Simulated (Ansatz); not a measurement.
BeS:

```
S Be
1.0
     0.00000    2.61225    2.61225
     2.61225    0.00000    2.61225
     2.61225    2.61225    0.00000
S Be
1 1
Direct
  0.75000 0.75000 0.75000
  0.00000 0.00000 0.00000
```

The cell isn't the ideal one: volume scaled by 1.25.

| Item | Value |
| --- | --- |
| Program | Ansatz 0.2.0 |
| Task | relaxation of cell and atoms |
| Functional | rPW86-PBE |
| Potentials or basis | all-electron LAPW, relativistic spinors |
| Basis error allowed | 0.001 eV/atom |
| k mesh | 7 × 7 × 7 |
| Occupations | gaussian, width 0.1 eV |
| Spin | non-collinear spin, random start, spin-orbit coupling |
| Starting moments | [[0.029, 0.005, -0.007], [0.0, -0.0, 0.0]] μB |

At the start: volume 17.83 Å³/atom.

Where does the relaxation end?

Over 5 steps the energy falls by 126.7 meV/atom and the volume is 14.82 Å³/atom (-16.9 %); space group F-43m (No. 216, to 0.05 Å); moment 0.00 μB per cell.

Step by step:
```csv
step,energy change (eV),largest force (eV/Å),volume (Å³)
1,0.0000,0.0000,35.65
2,-0.2376,0.0000,30.97
3,-0.2517,0.0000,29.22
4,-0.2533,0.0000,29.63
5,-0.2533,0.0000,29.63
```

Final structure:
```yaml
crystal:
  lattice:
    - [0.00000, 2.45605, 2.45605]
    - [2.45605, 0.00000, 2.45605]
    - [2.45605, 2.45605, 0.00000]
  atoms:
    - { symbol: S, position: [0.75000, 0.75000, 0.75000] }
    - { symbol: Be, position: [0.00000, 0.00000, 0.00000] }
```

Caveat: the starting moments weren't kept.
